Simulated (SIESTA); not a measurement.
**MgB2 in SIESTA: the effect of functional**

MgB2:

```
Mg B
1.0
     3.08500    0.00000    0.00000
    -1.54250    2.67169    0.00000
     0.00000    0.00000    3.52300
Mg B
1 2
Direct
  0.00000 0.00000 0.00000
  0.66667 0.33333 0.50000
  0.33333 0.66667 0.50000
```

Alike in all runs:

* Program: SIESTA 5.4.2
* Task: band structure
* Basis: DZP (energy shift 0.003 Ry; two zetas on semicore shells)
* Grid cutoff: 800 Ry
* Energy shift: 0.003 Ry
* k mesh: 10 × 10 × 8
* Occupations: fermi-dirac, width 0.05 eV
* Spin: no spin polarisation

Question: One run gave: pressure 7.2 GPa. Which functional did it use?
A. LDA
B. AM05
C. BLYP
D. vdW-DF-cx

Answer: C.

| functional | potentials or basis | pressure (GPa) |
| --- | --- | --- |
| AM05 | PseudoDojo 0.4 standard (PBEsol files) | 2.2 |
| BLYP | PseudoDojo 0.4 standard (PBE files) | 7.2 |
| vdW-DF-cx | PseudoDojo 0.4 standard (PBE files) | 3.6 |
| LDA | PseudoDojo 0.4 standard (LDA files) | -2.1 |

Caveats: the basis of atomic orbitals isn't converged, which shifts pressures, moduli and gaps; the potentials were made for another functional, which shifts forces and pressure (some runs).

Not every run made on this cell is shown here.
